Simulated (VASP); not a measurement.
Set up this calculation in VASP 6.6.1, as the native input.

* Task: single point
* Functional: PBEsol
* Potentials or basis: VASP PAW PBE potentials, release 64 (Zn, F)
* Cutoff: 700 eV
* k mesh: 6 × 6 × 8
* Occupations: gaussian, width 0.02 eV
* Spin: no spin polarisation
* Further INCAR settings: ALGO = Fast; EDIFF = 1e-06

The structure of ZnF2 lies in POSCAR:

```
ZnF2
1.0
    4.7182600000      0.0000000000      0.0000000000
    0.0000000000      4.7182600000      0.0000000000
    0.0000000000      0.0000000000      3.1387200000
Zn F
2 4
Direct
    0.0000000000      0.0000000000      0.0000000000
    0.5000000000      0.5000000000      0.5000000000
    0.3037300000      0.3037300000      0.0000000000
    0.1962700000      0.8037300000      0.5000000000
    0.6962700000      0.6962700000      0.0000000000
    0.8037300000      0.1962700000      0.5000000000
```

One way to write it, as run:

INCAR

```
PREC = Accurate
ENCUT = 700
EDIFF = 1E-6
ISMEAR = 0
SIGMA = 0.02
LREAL = F
LASPH = T
NELM = 80
ALGO = Fast
ISIF = 2
LWAVE = F
LCHARG = F
GGA = PS
```

KPOINTS

```
Automatic mesh
0
Gamma
  6 6 8
```

Potentials or basis: VASP PAW PBE potentials, release 64 (Zn, F).

Run with:

```console
$ cat potpaw_PBE.64/Zn/POTCAR potpaw_PBE.64/F/POTCAR > POTCAR
$ mpirun -np 1 vasp_std > vasp.out
```

Results of the run:

```
Pressure               : 0.0 GPa
Band gap on the k mesh : 3.36 eV, direct
```

Caveat: the PAW data sets were made with another functional, which shifts forces and pressure a little.

Wall time 93 s on 1 thread of AMD EPYC 9R45 96-Core Processor (Zen 5), with other jobs on the host, peak memory 0.27 GiB.
